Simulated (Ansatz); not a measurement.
Here is an Ansatz 0.2.0 calculation.

The input input.yaml:

```yaml
crystal:
  lattice:
    - [-1.6749232544, 1.6749232544, 5.7401081759]
    - [1.6749232544, -1.6749232544, 5.7401081759]
    - [1.6749232544, 1.6749232544, -5.7401081759]
  atoms:
    - { symbol: Nb, position: [0.2498808, 0.7498808, 0.5] }
    - { symbol: Nb, position: [0.4998808, 0.4998808, 0.0] }
    - { symbol: P, position: [0.83274777, 0.33274777, 0.5] }
    - { symbol: P, position: [0.08274777, 0.08274777, 0.0] }
hamiltonian:
  xc: lda
  pseudopotentials: { kind: paw }
kpoints:
  mp_grid: { grid: [8, 8, 8] }
scf:
  occupations: { method: fermi_dirac, width: 0.05 }
phonons:
  method: dfpt
```

Potentials or basis: Ansatz PAW.

Run with:

```sh
$ ansatz run input.yaml --threads 2 --pin off --max-ram 5632MiB --backend cpu --events-out ev --progress --plain --runs-dir out
```

Predict the highest phonon frequency at Γ.

373 cm⁻¹.

Predict the band gap on the k mesh.

none (metal or under the smearing width).

Phonon frequencies in cm⁻¹ (negative: imaginary):
```tsv
q point	frequencies
(0.000, 0.000, 0.000)	0 0 0 178 178 237 308 308 328 328 355 373
```
